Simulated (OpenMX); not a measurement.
**MnO in OpenMX: the effect of Hubbard term**

Crystal: MnO.

```xyz
2
Lattice="0.0000 2.2220 2.2220 2.2220 0.0000 2.2220 2.2220 2.2220 0.0000" Properties=species:S:1:pos:R:3 pbc="T T T"
Mn    0.0000    0.0000    0.0000
O     2.2220    2.2220    2.2220
```

Alike in all runs:

```yaml
Program: OpenMX 3.8.5
Task: single point
Functional: PBE
Potentials_or_basis: OpenMX 2013 PBE set, Mn6.0-s3p2d2, O6.0-s2p2d1, grid cutoff 400 Ry
k_mesh: 7 × 7 × 7
Occupations: fermi-dirac, width 0.05 eV
Spin: collinear spin, ferromagnetic start
Starting_moments: "[4.0, 0.0] μB"
Hubbard_projector: dual
Start_of_the_occupations: no orbital polarisation
Hubbard_shell: Mn d
Mixing_scheme: rmm-diisk
SCF_threshold: 1e-07 Ha
Solver: band
Max_SCF_cycles: 120
```

Task: One run gave: gap on the mesh none. Which Hubbard term did it use?
A. Mn U = 0 eV
B. Mn U = 2 eV
C. Mn U = 6 eV
D. Mn U = 8 eV
E. Mn U = 4 eV

Result: A.

```csv
Hubbard term,gap on the mesh (eV)
Mn U = 0 eV,none
Mn U = 2 eV,0.21
Mn U = 4 eV,0.65
Mn U = 6 eV,0.96
Mn U = 8 eV,1.18
```

Caveats: the basis of atomic orbitals isn't converged, which shifts pressures, moduli and gaps; a cell with one magnetic atom can't hold antiferromagnetic order, which such compounds often take; U acts on the first radial function of the shell alone, so its value doesn't carry over to other programs (some runs); an odd mesh through Γ misses points on the zone boundary, where band edges often lie (some runs).

A gap of «none» marks a metal or a gap under the smearing width.
